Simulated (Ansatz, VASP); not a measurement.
## AlN in VASP and in Ansatz

```
CELL_PARAMETERS angstrom
0.00000 1.98366 2.08538
1.98366 0.00000 2.08538
1.98366 1.98366 0.00000
ATOMIC_POSITIONS crystal
Al 0.50000 0.50000 0.50000
N 0.00000 0.00000 0.00000
```

Change from the starting cell: strain -0.025 along x and y, +0.025 along z, atoms carried along.

Alike in both runs: task single point; functional LDA; k mesh 10 × 10 × 10; occupations gaussian, width 0.05 eV; no spin polarisation.

```csv
,VASP,Ansatz
version,VASP 6.6.1,Ansatz 0.2.0
potentials or method,"VASP PAW LDA potentials, release 64 (Al, N)","scalar-relativistic, plane waves, PAW"
plane-wave cutoff (eV),520,420
valence electrons in the cell,8,8
```

VASP gave:

| Quantity | Value |
| --- | --- |
| gap on the k mesh at the Fermi level (eV) | 4.18 |
| least direct gap on the mesh (eV) | 5.61 |
| pressure (GPa) | -2.7 |
| largest component of the traceless stress (GPa) | 8.84 |

Which values does Ansatz return?

gap on the k mesh at the Fermi level (eV): 4.19; least direct gap on the mesh (eV): 5.59; pressure (GPa): -3.4; largest component of the traceless stress (GPa): 8.57.

A k mesh can miss the band edges.
